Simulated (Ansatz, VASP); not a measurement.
# SnO2: VASP beside Ansatz

The input INCAR:

```
SYSTEM = SnO2
ALGO = Normal
EDIFF = 1E-7
ENCUT = 520
GGA = PE
ISIF = 2
ISMEAR = -1
LASPH = .TRUE.
LCHARG = .FALSE.
LREAL = .FALSE.
LWAVE = .FALSE.
NBANDS = 35
NELM = 60
PREC = Accurate
SIGMA = 0.05
```

The input KPOINTS:

```
k-points
0
G
  6 6 8
  0 0 0
```

The input POSCAR:

```
SnO2
1.0
    4.6902622069      0.0000000000      0.0000000000
    0.0000000000      4.7672361241      0.0000000000
    0.0000000000      0.0000000000      3.1747386606
Sn O
2 4
Direct
    0.0000000000      0.0000000000      0.0000000000
    0.5000000000      0.5000000000      0.5000000000
    0.7081450000      0.6789580000      0.0000000000
    0.2081450000      0.8210420000      0.5000000000
    0.7918550000      0.1789580000      0.5000000000
    0.2918550000      0.3210420000      0.0000000000
```

File input.yaml:

```yaml
crystal:
  lattice:
    - [4.6902622069, 0.0, 0.0]
    - [0.0, 4.7672361241, 0.0]
    - [0.0, 0.0, 3.1747386606]
  atoms:
    - { symbol: Sn, position: [0.0, 0.0, 0.0] }
    - { symbol: Sn, position: [0.5, 0.5, 0.5] }
    - { symbol: O, position: [0.708145, 0.678958, 0.0] }
    - { symbol: O, position: [0.208145, 0.821042, 0.5] }
    - { symbol: O, position: [0.791855, 0.178958, 0.5] }
    - { symbol: O, position: [0.291855, 0.321042, 0.0] }
hamiltonian:
  xc: pbe
  pseudopotentials: { kind: paw }
kpoints:
  mp_grid: { grid: [6, 6, 8] }
scf:
  occupations: { method: fermi_dirac, width: 0.05 }
output:
  forces: true
  stress: true
  eigenvalues: true
```

Change from the starting cell: volume scaled by 0.94.

Alike in both runs: task single point; functional PBE; k mesh 6 × 6 × 8; occupations fermi-dirac, width 0.05 eV; no spin polarisation.

|  | VASP | Ansatz |
| --- | --- | --- |
| version | VASP 6.6.1 | Ansatz 0.2.0 |
| potentials or method | VASP PAW PBE potentials, release 64 (Sn_d, O) | Ansatz PAW |
| plane-wave cutoff (eV) | 520 | 420 |
| valence electrons in the cell | 52 | 52 |

Ansatz gave:

```
gap on the k mesh at the Fermi level (eV)       : 1.44
least direct gap on the mesh (eV)               : 1.44
pressure (GPa)                                  : 12.3
largest component of the traceless stress (GPa) : 2.33
rms of the force components (eV/Å)              : 0.102
```

Q: What did VASP give for the same quantities?

A: gap on the k mesh at the Fermi level (eV): 1.43; least direct gap on the mesh (eV): 1.43; pressure (GPa): 13.1; largest component of the traceless stress (GPa): 2.57; rms of the force components (eV/Å): 0.110.

Atom by atom the forces differ by 0.009 eV/Å (rms over components). With one functional, cell and mesh, what is left measures potentials, basis and numerics.

Caveats: spin-orbit coupling is left out, which moves the levels of the heavy elements; the pressure holds a Pulay correction of +0.8 GPa for the finite cutoff (Ansatz).
